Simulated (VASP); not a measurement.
# PtS2 (P-3m1) in VASP: further runs

Aim: see how the results for PtS2 move with the level of theory and the settings. Levels: PBE, PBE+D3, PBE+D3(BJ). Tasks: single point, relaxation of cell and atoms.

Program: VASP 6.6.1. These are calculated values, not measurements. Logs are shortened: lines on timing, memory, paths and dates and some standing lists are left out, and cuts for length are marked.

## (1) The structure

The structure is trigonal, space group P-3m1 (No. 164). The conventional cell has a = 3.543 Å, b = 3.543 Å, c = 5.039 Å, α = 90.00°, β = 90.00°, γ = 120.00°. Around Pt (site symmetry -3m) lie 6 S at 2.34 Å. S (site symmetry 3m) has 3 Pt at 2.34 Å as nearest neighbours.

## (2) Single point, PBE

INCAR

```
SYSTEM = PtS2
PREC     = Accurate       ! precision mode
ENCUT    = 520            ! plane-wave cutoff, eV
EDIFF    = 1E-6           ! SCF threshold, eV
ISMEAR   = 0              ! smearing method
SIGMA    = 0.027000000000000003 ! smearing width, eV
LREAL    = .FALSE.        ! projectors in reciprocal space
LASPH    = .TRUE.         ! aspherical terms in the spheres
NELM     = 60             ! most SCF steps
ALGO     = Normal         ! electronic algorithm
ISIF     = 2              ! what is computed and relaxed
LWAVE    = .FALSE.        ! write WAVECAR
LCHARG   = .TRUE.         ! write CHGCAR
GGA      = PE             ! functional
LELF     = .TRUE.         ! ELF
LVHAR    = .TRUE.
```

KPOINTS

```
regular mesh
0
G
  9 9 5
  0 0 0
```

POSCAR

```
PtS2
1.0
    3.5432000000      0.0000000000      0.0000000000
   -1.7716000000      3.0685012107      0.0000000000
    0.0000000000      0.0000000000      5.0388000000
Pt S
1 2
Direct
    0.0000000000      0.0000000000      0.0000000000
    0.6666666667      0.3333333333      0.7730000000
    0.3333333333      0.6666666667      0.2270000000
```

Potentials or basis: VASP PAW PBE potentials, release 64 (Pt, S).

The run is started by

```sh
> cat potpaw_PBE.64/Pt/POTCAR potpaw_PBE.64/S/POTCAR > POTCAR
> mpirun -np 1 vasp_std > vasp.out
```

OUTCAR:

```text
SYSTEM = PtS2
   PREC = Accurate
   ENCUT = 520
   EDIFF = 1E-6
   ISMEAR = 0
   LREAL = .FALSE.
   LASPH = .TRUE.
   NELM = 60
   ISIF = 2
   GGA = PE

 ion  position               nearest neighbor table
   1  0.000  0.000  0.000-   2 2.34   3 2.34   2 2.34   3 2.34   2 2.34   3 2.34
   2  0.667  0.333  0.773-   1 2.34   1 2.34   1 2.34
   3  0.333  0.667  0.227-   1 2.34   1 2.34   1 2.34

  LATTYP: Found a hexagonal cell.
 ALAT       =     3.5432000000
 C/A-ratio  =     1.4221043125

  Lattice vectors:

 A1 = (   3.5432000000,   0.0000000000,   0.0000000000)
 A2 = (  -1.7716000000,   3.0685012107,   0.0000000000)
 A3 = (   0.0000000000,   0.0000000000,   5.0388000000)

Analysis of symmetry for initial positions (statically):
=====================================================================
 Subroutine PRICEL returns:
 Original cell was already a primitive cell.

 Routine SETGRP: Setting up the symmetry group for a
 hexagonal supercell.

 Subroutine GETGRP returns: Found 12 space group operations
 (whereof 12 operations were pure point group operations)
 out of a pool of 24 trial point group operations.

The static configuration has the point symmetry D_3d.

Analysis of symmetry for dynamics (positions and initial velocities):
=====================================================================
 Subroutine PRICEL returns:
 Original cell was already a primitive cell.

 Routine SETGRP: Setting up the symmetry group for a
 hexagonal supercell.

 Subroutine GETGRP returns: Found 12 space group operations
 (whereof 12 operations were pure point group operations)
 out of a pool of 24 trial point group operations.

The dynamic configuration has the point symmetry D_3d.

 Subroutine INISYM returns: Found 12 space group operations
 (whereof 12 operations are pure point group operations),
 and found     1 'primitive' translations

----------------------------------------------------------------------------------------

                                     Primitive cell

  volume of cell :      54.7834

  direct lattice vectors                    reciprocal lattice vectors
     3.543200000  0.000000000  0.000000000     0.282230752  0.162946001  0.000000000
    -1.771600000  3.068501211  0.000000000     0.000000000  0.325892001  0.000000000
     0.000000000  0.000000000  5.038800000     0.000000000  0.000000000  0.198459951

  length of vectors
     3.543200000  3.543200000  5.038800000     0.325892001  0.325892001  0.198459951

  position of ions in fractional coordinates (direct lattice)
     0.000000000  0.000000000  0.000000000
     0.666666667  0.333333333  0.773000000
     0.333333333  0.666666667  0.227000000

  ion indices of the primitive-cell ions
   primitive index   ion index
                 1           1
                 2           2
                 3           3

----------------------------------------------------------------------------------------

 KPOINTS: regular mesh

Automatic generation of k-mesh.
 Grid dimensions read from file:
 generate k-points for:    9    9    5

 Generating k-lattice:

  Cartesian coordinates                     Fractional coordinates (reciprocal lattice)
     0.031358972  0.018105111  0.000000000     0.111111111  0.000000000  0.000000000
     0.000000000  0.036210222  0.000000000     0.000000000  0.111111111  0.000000000
     0.000000000  0.000000000  0.039691990     0.000000000  0.000000000  0.200000000

  Length of vectors
     0.036210222  0.036210222  0.039691990

  Shift w.r.t. Gamma in fractional coordinates (k-lattice)
     0.000000000  0.000000000  0.000000000

 Subroutine IBZKPT returns following result:
 ===========================================

 Found     50 irreducible k-points:

 Following reciprocal coordinates:
            Coordinates               Weight
  0.000000  0.000000  0.000000      1.000000
  0.111111 -0.000000  0.000000      6.000000
  0.222222  0.000000  0.000000      6.000000
  0.333333  0.000000  0.000000      6.000000
  0.444444  0.000000  0.000000      6.000000
  0.111111  0.111111  0.000000      6.000000
[... 16 lines left out ...]
  0.222222  0.111111  0.200000     12.000000
 -0.111111  0.333333  0.200000     12.000000
 [... further k-points ...]
   k-points           NKPTS =     50   k-points in BZ     NKDIM =     50   number of bands    NBANDS=     15
   number of dos      NEDOS =    301   number of ions     NIONS =      3
   total plane-waves  NPLWV =  31360
   dimension x,y,z NGX =    28 NGY =   28 NGZ =   40
   dimension x,y,z NGXF=    56 NGYF=   56 NGZF=   80
   ions per type =               1   2
   NGX,Y,Z   is equivalent  to a cutoff of  13.14, 13.14, 13.20 a.u.
   NGXF,Y,Z  is equivalent  to a cutoff of  26.28, 26.28, 26.39 a.u.
 SYSTEM =  PtS2
   PREC   = accura    normal or accurate (medium, high low for compatibility)
   ISTART =      0    job   : 0-new  1-cont  2-samecut
   ICHARG =      2    charge: 1-file 2-atom 10-const
   ISPIN  =      1    spin polarized calculation?
   LNONCOLLINEAR =      F non collinear calculations
   LSORBIT =      F    spin-orbit coupling
   LASPH  =      T    aspherical Exc in radial PAW
   ENCUT  =  520.0 eV  38.22 Ry    6.18 a.u.   6.59  6.59  9.37*2*pi/ulx,y,z
   NELM   =     60;   NELMIN=  2; NELMDL= -5     # of ELM steps
   EDIFF  = 0.1E-05   stopping-criterion for ELM
   LREAL  =      F    real-space projection
   EDIFFG = 0.1E-04   stopping-criterion for IOM
   NSW    =      0    number of steps for IOM
   IBRION =     -1    ionic relax: 0-MD 1-quasi-New 2-CG
   NFREE  =      0    steps in history (QN), initial steepest desc. (CG)
   ISIF   =      2    stress and relaxation
   ISYM   =      2    0-nonsym 1-usesym 2-fastsym
   POTIM  = 0.5000    time-step for ionic-motion
   TEBEG  =    0.0;   TEEND  =   0.0 temperature during run
   PSTRESS=    0.0 pullay stress
   NELECT =      22.0000    total number of electrons
   NUPDOWN=      -1.0000    fix difference up-down
   EMIN   =  10.00;   EMAX   =-10.00  energy-range for DOS
   EFERMI =   0.00;   METHOD = LEGACY
   ISMEAR =     0;   SIGMA  =   0.03  broadening in eV -4-tet -1-fermi 0-gaus
   EFERMI_NEDOS =   21; number of points for ismear=-14 and -15
   IALGO  =     38    algorithm
   IMIX   =      4    mixing-type and parameters
     AMIX     =   0.40;   BMIX     =  1.00
     AMIX_MAG =   1.60;   BMIX_MAG =  1.00
  volume/ion in A,a.u.               =      18.26       123.23
  Fermi-wavevector in a.u.,A,eV,Ry     =   1.207812  2.282434 19.848315  1.458810
  Thomas-Fermi vector in A             =   2.343439
   LORBIT       =      0    0 simple, 1 ext, 2 COOP (PROOUT), +10 PAW based schemes
   GGA     = PE    functional components
   LHFCALC =     F    Hartree Fock is set to
   AEXX    =    0.0000 exact exchange contribution
   IVDW    =     0    specifies the selected vdW correction
   LEPSILON=     F    determine dielectric tensor
   LRPA    =     F    only Hartree local field effects (RPA)
 non-spin polarized calculation
 Gauss-broadening in eV      SIGMA  =   0.03
  energy-cutoff  :      520.00
  volume of cell :       54.78
 maximum number of plane-waves:      1507
 NGX is ok and might be reduce to    28
   NGX = 13   NGY = 13   NGZ = 19

 number of electron      22.0000001 magnetization

 Free energy of the ion-electron system (eV)
  ---------------------------------------------------
  ext. energy  EPLUGINS =         0.00000000
  ---------------------------------------------------
  free energy    TOTEN  =       -15.27141373 eV

  energy without entropy =      -15.27141373  energy(sigma->0) =      -15.27141373

 E-fermi :   6.9027     XC(G=0): -10.5745

 val. band max:        6.7357968312   @ k =   0.0000   0.2222   0.2000
 cond. band min:       7.7669867479   @ k =   0.0000   0.3333   0.2000
 fundamental gap:      1.0311899167
 Fermi energy:         6.9027313671

 k-point     1 :       0.0000    0.0000    0.0000
  band No.  band energies     occupation
      1      -8.8194      2.00000
      2      -5.5785      2.00000
      3      -0.2976      2.00000
      4      -0.2976      2.00000
      5      -0.1782      2.00000
      6       2.7626      2.00000
      7       2.7626      2.00000
      8       4.9460      2.00000
      9       5.5963      2.00000
     10       5.5963      2.00000
     11       6.6166      2.00000
     12       9.1958      0.00000
     13       9.1958      0.00000
     14      11.5320      0.00000
     15      12.5125      0.00000

 k-point     2 :       0.1111   -0.0000    0.0000
  band No.  band energies     occupation
      1      -8.6538      2.00000
      2      -5.6845      2.00000
      3      -0.1850      2.00000
      4      -0.1637      2.00000
      5      -0.0104      2.00000
      6       2.5209      2.00000
      7       2.6376      2.00000
      8       4.4627      2.00000
      9       5.5865      2.00000
     10       5.6044      2.00000
     11       6.6936      2.00000
     12       8.5745      0.00000
     13       9.0725      0.00000
     14      12.2979      0.00000
     15      13.1021      0.00000

 k-point     3 :       0.2222    0.0000    0.0000
  band No.  band energies     occupation
      1      -8.1894      2.00000
      2      -5.9387      2.00000
      3       0.1041      2.00000
      4       0.1114      2.00000
      5       0.5041      2.00000
      6       1.7653      2.00000
      7       2.4377      2.00000
      8       3.8053      2.00000
      9       5.3569      2.00000
     10       5.3671      2.00000
     11       6.2804      2.00000
     12       8.2443      0.00000
     13       9.0348      0.00000
     14      12.4223      0.00000
     15      14.1737      0.00000
[... 343 lines left out ...]
 k-point    23 :       0.2222    0.1111    0.2000
  band No.  band energies     occupation
      1      -7.6879      2.00000
      2      -6.2515      2.00000
      3       0.1348      2.00000
      4       0.2833      2.00000
      5       0.9028      2.00000
      6       1.7556      2.00000
      7       2.0670      2.00000
      8       3.6473      2.00000
      9       4.8026      2.00000
     10       5.1042      2.00000
     11       5.7500      2.00000
     12       8.6080      0.00000
     13       8.7389      0.00000
     14      12.9144      0.00000
     15      14.1887      0.00000

 k-point    24 :      -0.1111    0.3333    0.2000
  band No.  band energies     occupation
      1      -7.7132      2.00000
      2      -6.1973      2.00000
      3      -0.0473      2.00000
      4       0.2342      2.00000
      5       1.0575      2.00000
      6       1.5155      2.00000
      7       2.2416      2.00000
      8       3.6070      2.00000
      9       4.9642      2.00000
     10       5.1697      2.00000
     11       6.4180      2.00000
     12       7.7987      0.00000
     13       8.6605      0.00000
     14      12.4608      0.00000
     15      14.3214      0.00000

 [... further k-points ...]

------------------------ aborting loop because EDIFF is reached ----------------------------------------

  FORCE on cell =-STRESS in cart. coord.  units (eV):
  Direction    XX          YY          ZZ          XY          YZ          ZX
  --------------------------------------------------------------------------------------
  -------------------------------------------------------------------------------------
  Total        3.9550815      3.9550815      3.4478263      0.0000000      0.0000000      0.0000000
  in kB      115.6689868    115.6689868    100.8339724      0.0000000      0.0000000      0.0000000
  external PRESSURE =     110.7239820 kB  Pullay stress =       0.0000000 kB

 VOLUME and BASIS-vectors are now :
 -----------------------------------------------------------------------------
  energy-cutoff  :      520.00
  volume of cell :       54.78
      direct lattice vectors                 reciprocal lattice vectors
     3.543200000  0.000000000  0.000000000     0.282230752  0.162946001  0.000000000
    -1.771600000  3.068501211  0.000000000     0.000000000  0.325892001  0.000000000
     0.000000000  0.000000000  5.038800000     0.000000000  0.000000000  0.198459951

 POSITION                                       TOTAL-FORCE (eV/Angst)
 -----------------------------------------------------------------------------------
      0.00000      0.00000      0.00000         0.000000      0.000000      0.000000
      1.77160      1.02283      3.89499         0.000000      0.000000     -1.212720
     -0.00000      2.04567      1.14381         0.000000     -0.000000      1.212720
 -----------------------------------------------------------------------------------
    total drift:                                0.000000     -0.000000      0.000000

  FREE ENERGIE OF THE ION-ELECTRON SYSTEM (eV)
  ---------------------------------------------------
  free  energy   TOTEN  =       -15.2714137268 eV

  energy  without entropy=      -15.2714137268  energy(sigma->0) =      -15.27141373
```

It took 42 s on 1 thread of Intel Xeon Platinum 8488C (Sapphire Rapids), shared host; peak memory 0.2 GiB.

Results:

```
Free energy            : -15.2714 eV
Pressure               : 11.1 GPa
Largest force          : 1.213 eV/Å
Band gap on the k mesh : 1.03 eV, indirect (least direct gap 1.08 eV)
```

Forces on the atoms (eV/Å):
```
Pt   0.000  0.000  0.000
S    0.000  0.000 -1.213
S    0.000  0.000  1.213
```

Levels at points of the mesh, in eV from the valence-band top:
```tsv
k point	band 8	band 9	band 10	band 11	band 12	band 13	band 14	band 15
(0.00, 0.00, 0.00)	-1.79	-1.14	-1.14	-0.12	2.46	2.46	4.80	5.78
```

Caveat: spin-orbit coupling is left out, which moves the levels of the heavy elements; an odd mesh through Γ misses points on the zone boundary, where band edges often lie; forces of over 1 eV/Å show positions far from the minimum, so gaps and moduli don't describe the material at rest.

## (3) Single point, PBE

INCAR

```
SYSTEM = PtS2
PREC = Accurate ; ENCUT = 520
EDIFF = 1E-6 ; ISMEAR = 0
SIGMA = 0.028000000000000004 ; LREAL = .False.
LASPH = .True. ; NELM = 60
ALGO = Normal ; ISIF = 2
LWAVE = .False. ; LCHARG = .False.
GGA = PE
```

KPOINTS

```
regular mesh
0
Gamma
  9 9 5
  0 0 0
```

POSCAR is that of step 2.

Potentials or basis: VASP PAW PBE potentials, release 64 (Pt, S).

The run is started by

```sh
> cat potpaw_PBE.64/Pt/POTCAR potpaw_PBE.64/S/POTCAR > POTCAR
> mpirun -np 1 vasp_std > vasp.out
```

It took 22 s on 1 thread of Intel Xeon Platinum 8488C (Sapphire Rapids), shared host; peak memory 0.2 GiB.

It converged, with:

```
Free energy            : -15.2714 eV
Pressure               : 11.1 GPa
Largest force          : 1.213 eV/Å
Band gap on the k mesh : 1.03 eV, indirect (least direct gap 1.08 eV)
```

Forces in eV/Å, atoms in the order of the input:
```
Pt   0.000  0.000  0.000
S    0.000  0.000 -1.213
S    0.000  0.000  1.213
```

Stress tensor (GPa, compression positive):
```
11.57  0.00  0.00
 0.00 11.57  0.00
 0.00  0.00 10.08
```

Levels at points of the mesh, in eV from the valence-band top:
```csv
k point,band 7,band 8,band 9,band 10,band 11,band 12,band 13,band 14,band 15
"(0.00, 0.00, 0.00)",-3.97,-1.79,-1.14,-1.14,-0.12,2.46,2.46,4.80,5.78
```

Caveat: spin-orbit coupling is left out, which moves the levels of the heavy elements; an odd mesh through Γ misses points on the zone boundary, where band edges often lie; forces of over 1 eV/Å show positions far from the minimum, so gaps and moduli don't describe the material at rest. Expect the measured gap to be larger: semilocal functionals such as PBE lack the derivative discontinuity.

(Continued in part 2 of 2.)
